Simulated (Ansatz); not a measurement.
# BeO with two functionals, uniaxial stress, 8 GPa compression along x

The parent structure is BeO in the wurtzite structure (space group P6_3mc, No. 186; a = 2.712 Å, c = 4.405 Å). Axes: x lies along a and z along c of the hexagonal cell.

(Cell as relaxed with PBE.)

Levels (all Ansatz, an electronic-structure program, PAW): PBE (420 eV, without spin-orbit coupling); r2SCAN (500 eV, no spin-orbit coupling).

Each level relaxes its own structure.

```
base                     PBE   r2SCAN
-------------------  -------  -------
volume per atom      7.01 Å³  6.85 Å³
lattice parameter a  2.712 Å  2.690 Å
band gap             7.45 eV  8.55 eV
```

The change: uniaxial stress, 8 GPa compression along x, with the cell and atoms free to relax against it.

```csv
quantity,PBE,r2SCAN
"strain response (xx, yy, zz)","(−1.95, +0.48, +0.26) %",(withheld)
energy relative to the base (free energy F),+3.3 meV/atom,(withheld)
"valence-band top at Γ (three highest levels, from the VBM)","0.00, -0.11, -0.15 eV",(withheld)
```

Question: What does r2SCAN give?

Answer: 
- strain response (xx, yy, zz), r2SCAN: (−1.80, +0.44, +0.23) %
- energy relative to the base (free energy F), r2SCAN: +3.0 meV/atom
- valence-band top at Γ (three highest levels, from the VBM), r2SCAN: 0.00, -0.10, -0.15 eV

PBE's energy relative to the base lies 0.3 meV/atom above r2SCAN's. Neither level is exact; r2SCAN is the comparison here, not a measurement.

Beyond what the load breaks, stability against distortions was not tested.
